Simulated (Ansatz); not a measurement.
# F: pressure up to the limit of the methods

How does F (hcp type) answer strong compression? The runs shown use PAW.

Program: Ansatz 0.2.0. Level of theory: DFT PBE, with the methods named in each step. These are calculated values, not measurements.

### Step 1. The system as given

Symmetry: P6_3/mmc, No. 194, hexagonal system. The conventional cell has a = 2.646 Å, b = 2.646 Å, c = 4.287 Å, α = 90.00°, β = 90.00°, γ = 120.00°. F (site symmetry -6m2) has 12 F at 2.63 to 2.65 Å as nearest neighbours.

As a file:

```
CELL_PARAMETERS angstrom
2.64632 0.00000 0.00000
-1.32316 2.29178 0.00000
0.00000 0.00000 4.28704
ATOMIC_POSITIONS crystal
F 0.33333 0.66667 0.25000
F 0.66667 0.33333 0.75000
```

Whether this phase is the stable one at these pressures isn't tested.

Atoms are numbered in the order of the input: F1, F2.

### Step 2. Cell relaxed at zero pressure, PAW

File input.yaml:

```yaml
crystal:
  lattice:
    - [2.6463212685, 0.0, 0.0]
    - [-1.3231606343, 2.2917814451, 0.0]
    - [0.0, 0.0, 4.287040455]
  atoms:
    - { symbol: F, position: [0.3333333333, 0.6666666667, 0.25] }
    - { symbol: F, position: [0.6666666667, 0.3333333333, 0.75] }
kpoints:
  mp_grid: { grid: [18, 18, 10] }
scf:
  occupations: { method: fermi_dirac, width: 0.05 }
hamiltonian:
  xc: pbe
  pseudopotentials: { kind: paw }
output:
  forces: true
  stress: true
  write_density: true
  write_potential: true
  elf: true
  volumetric_format: npy
relax:
  f_tol: 0.005
  max_steps: 40
  cell: {}
```

Run with:

```
> ansatz run input.yaml --threads 1 --pin off --max-ram 2048MiB --backend cpu --events-out ev --progress --plain --runs-dir out
```

After this run come: Volume scaled by 1, PAW; Shape and atoms relaxed at 0.95 of the volume, PAW; Volume scaled by 0.95, PAW; Shape and atoms relaxed at 0.85 of the volume, PAW; Volume scaled by 0.85, PAW; Shape and atoms relaxed at 0.75 of the volume, PAW; Volume scaled by 0.75, PAW; Shape and atoms relaxed at 0.65 of the volume, PAW; Volume scaled by 0.65, PAW; Shape and atoms relaxed at 0.55 of the volume, PAW; Volume scaled by 0.55, PAW; Shape and atoms relaxed at 0.45 of the volume, PAW; Volume scaled by 0.45, PAW; Shape and atoms relaxed at 0.4 of the volume, PAW; Volume scaled by 0.4, PAW; Volume scaled by 0.4, PAW (level accurate).

Before running it: what results should come out? Wanted: PAW pressure at 0.4 of the volume; PAW; fitted bulk modulus at zero pressure.

As calculated:

```
                                          quantity      value
                 PAW pressure at 0.4 of the volume  424.7 GPa
PAW (level accurate) pressure at 0.4 of the volume  424.8 GPa
        fitted bulk modulus at zero pressure (PAW)     53 GPa
                           its pressure derivative       4.63
```

What this shows: By PAW the pressure climbs to 425 GPa at 0.4 of the first volume. A third-order Birch-Murnaghan curve fits the range only roughly (B₀ = 53 GPa, B′ = 4.63, misfit at most 1.98 GPa). A fit over so wide a range leans to the high pressures, so B₀ can be off by several per cent. No all-electron run checks these rows here, and frozen cores can fail under such compression. The ions are at rest, and the electrons smeared by 0.05 eV.
